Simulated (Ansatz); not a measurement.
## TlBr: from Born charge to LO–TO splitting and polaron coupling

All numbers below come from Ansatz 0.2.0, DFT PBE+D3(BJ), scalar-relativistic, plane waves, PAW. Plane waves to 420 eV; Γ-centred k mesh 8×8×8; fixed occupations. No spin polarisation. Phonons by linear response, acoustic sum rule imposed.

Relaxed structure:
```
Tl Br
1.0
     3.97918    0.00000    0.00000
     0.00000    3.97918    0.00000
     0.00000    0.00000    3.97918
Tl Br
1 1
Cartesian
  0.0000 0.0000 0.0000
  1.9896 1.9896 1.9896
```

Spin–orbit coupling is left out, which matters for heavy elements. The run warned that the force constants aren't converged on this k mesh, so the frequencies and all that is formed from them are rough.

Linear response gives ν_TO = 37.8 cm⁻¹, Born charges ±2.110 e (positive on Tl) and ε∞ = 6.046. The primitive cell holds 63.006 Å³, and the masses are 204.380 and 79.904 amu.

**Question.** Find ν_LO and the static dielectric constant.

**Answer.** The long-wave field adds a restoring force: ω_LO² − ω_TO² = Z*²e²/(ε_vac ε∞ μV). In these units ν_LO² − ν_TO² = 4.92064×10⁷ Z*²/(μ V ε∞) cm⁻², with μ = m₁m₂/(m₁ + m₂) = 57.445 amu: 10012 cm⁻². So ν_LO = √(37.8² + 10012) = 107.0 cm⁻¹, and the run gives 107.0. Lyddane–Sachs–Teller then gives ε0 = ε∞ (ν_LO/ν_TO)² = 48.43, against 48.42 in the run (it forms both from the same three quantities, so the match checks the arithmetic only). Between ν_TO and ν_LO the dielectric function is negative and an undamped crystal reflects fully: a reststrahlen band from 93.5 to 264.6 μm.

**Question.** What do the Clausius–Mossotti polarisability and the Szigeti charge come to?

**Answer.** With the Lorentz local field, α = (3V/4π)(ε∞ − 1)/(ε∞ + 2) = 9.43 Å³ for the pair, and e_S = 3Z*/(ε∞ + 2) = 0.79 e. The Born charge includes the electrons' response to the dipole's own local field, and e_S takes that enhancement out. The Lorentz field assumes point-like polarisable ions, a poor picture once ε∞ is this large, since the electron clouds then overlap or are shared, so both numbers are formal here.

**Question.** How strongly does a slow electron couple to the LO mode?

**Answer.** For one isotropic parabolic band, Fröhlich's constant is α_F = (1/ε∞ − 1/ε0) √(m* Ry/ħω_LO), with Ry = 13.606 eV, ħω_LO = 13.3 meV and m* in free-electron masses: α_F = 0.1448 × 32.03 × √m* = 4.64 √m*. The band mass isn't part of this run; for m* = 0.1, 0.3 and 1 it gives 1.47, 2.54, 4.64. In weak coupling the polaron lies α_F ħω_LO below the band edge (34 meV at m* = 0.3) with a mass m*(1 + α_F/6); past α_F of about 5 or 6 that expansion fails. A semilocal functional's ε∞ tends to be too large, which taken alone lowers α_F.

Cost: 1 run of about 1.3 core-minutes, on Arm Neoverse N1 (shared hosts).